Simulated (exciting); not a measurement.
The O K edge of atom 3 in La2O3, space group P-3m1, with 6 La at 2.72 Å (octahedral, site symmetry -3m), was computed at 2 levels: exchange and screened direct term (singlet BSE) and independent particles. Common settings: exciting, all-electron LAPW+lo, PBEsol, 4×4×2 shifted k points, 53 conduction bands, |G+q| up to 3 bohr⁻¹, full RPA screening with nempty = 80, Lorentzian half width 0.45 eV.

Energy from the Kohn–Sham onset, core level to the lowest empty state found on the meshes used; all runs on one relative scale:

| E (eV) | run 1 | run 2 |
| --- | --- | --- |
| -4.0 | 0.02 | 0.04 |
| -3.5 | 0.02 | 0.05 |
| -3.0 | 0.02 | 0.06 |
| -2.5 | 0.03 | 0.09 |
| -2.0 | 0.03 | 0.13 |
| -1.5 | 0.04 | 0.21 |
| -1.0 | 0.05 | 0.43 |
| -0.5 | 0.08 | 1.04 |
| 0.0 | 0.13 | 1.56 |
| 0.5 | 0.23 | 1.47 |
| 1.0 | 0.40 | 1.08 |
| 1.5 | 0.70 | 0.90 |
| 2.0 | 0.89 | 0.65 |
| 2.5 | 0.92 | 0.59 |
| 3.0 | 0.80 | 0.56 |
| 3.5 | 0.59 | 0.60 |
| 4.0 | 0.55 | 0.71 |
| 4.5 | 0.54 | 0.69 |
| 5.0 | 0.61 | 0.66 |
| 5.5 | 0.73 | 0.59 |
| 6.0 | 0.72 | 0.38 |
| 6.5 | 0.81 | 0.28 |
| 7.0 | 0.65 | 0.27 |
| 7.5 | 0.44 | 0.29 |
| 8.0 | 0.40 | 0.27 |
| 8.5 | 0.41 | 0.28 |
| 9.0 | 0.37 | 0.31 |
| 9.5 | 0.36 | 0.25 |
| 10.0 | 0.39 | 0.20 |
| 10.5 | 0.32 | 0.17 |
| 11.0 | 0.24 | 0.19 |
| 11.5 | 0.22 | 0.21 |
| 12.0 | 0.22 | 0.21 |
| 12.5 | 0.22 | 0.26 |
| 13.0 | 0.25 | 0.28 |
| 13.5 | 0.29 | 0.26 |
| 14.0 | 0.31 | 0.25 |
| 14.5 | 0.30 | 0.27 |
| 15.0 | 0.31 | 0.28 |
| 15.5 | 0.32 | 0.25 |
| 16.0 | 0.31 | 0.24 |
| 16.5 | 0.29 | 0.23 |
| 17.0 | 0.28 | 0.23 |
| 17.5 | 0.26 | 0.24 |
| 18.0 | 0.25 | 0.27 |
| 18.5 | 0.28 | 0.29 |
| 19.0 | 0.32 | 0.31 |
| 19.5 | 0.37 | 0.28 |
| 20.0 | 0.36 | 0.27 |
| 20.5 | 0.35 | 0.26 |
| 21.0 | 0.31 | 0.29 |
| 21.5 | 0.32 | 0.31 |
| 22.0 | 0.36 | 0.29 |
| 22.5 | 0.35 | 0.31 |
| 23.0 | 0.38 | 0.30 |
| 23.5 | 0.42 | 0.28 |

Q: Which run is which, and why?

Run 1: independent particles; highest local maximum in the window at 2.6 eV. Run 2: exchange and screened direct term (singlet BSE); highest local maximum in the window at 0.2 eV. The attractive direct term pulls weight down: the curves pass 0.24 at 0.6 and -1.4 eV in the order of the runs. Fine structure above the first lines is partly noise of the 32-point mesh.

[Hosts, paths, dates, database ids (printed as entryN), source tags and the programs' standing remarks are cut or masked in the printed files.]
